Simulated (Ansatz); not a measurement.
**Pressure series in BaSnO3**

Consider BaSnO₃ in the cubic perovskite structure (space group Pm-3m, No. 221).

```xyz
5
Lattice="4.1313 0.0000 0.0000 0.0000 4.1313 0.0000 0.0000 0.0000 4.1313" Properties=species:S:1:pos:R:3 pbc="T T T"
Ba     0.0000     0.0000     0.0000
Sn     2.0656     2.0656     2.0656
O      0.0000     2.0656     2.0656
O      2.0656     2.0656     0.0000
O      2.0656     0.0000     2.0656
```

Cell and atoms are relaxed at each pressure.

The values are results of Kohn–Sham DFT with the r2SCAN functional, run in Ansatz (an electronic-structure program) with PAW and 500 eV plane waves, no SOC, not measurements.

```csv
pressure (GPa),volume per atom (Å³/atom)
-2,14.287
-1,14.193
0,14.102
0.3,14.075
0.7,14.040
1.5,13.972
3,13.849
7.5,?
10,13.342
```

Q: Fit the third-order Birch–Murnaghan form P(V) = (3B₀/2)[(V₀/V)^(7/3) − (V₀/V)^(5/3)]·[1 + (3/4)(B₀′ − 4)((V₀/V)^(2/3) − 1)] (squares taken in P) to the rows shown and predict the withheld row.

A: Least squares on the printed values gives V₀ = 14.102 Å³/atom, B₀ = 158 GPa, B₀′ = 4.7; this predicts 13.511 Å³/atom, and the run gives 13.511 Å³/atom, in agreement.

Load acts through the strain it causes; cell and atoms are relaxed under it. Whether these cells are dynamically stable was not tested. Competing high-pressure phases were not computed.
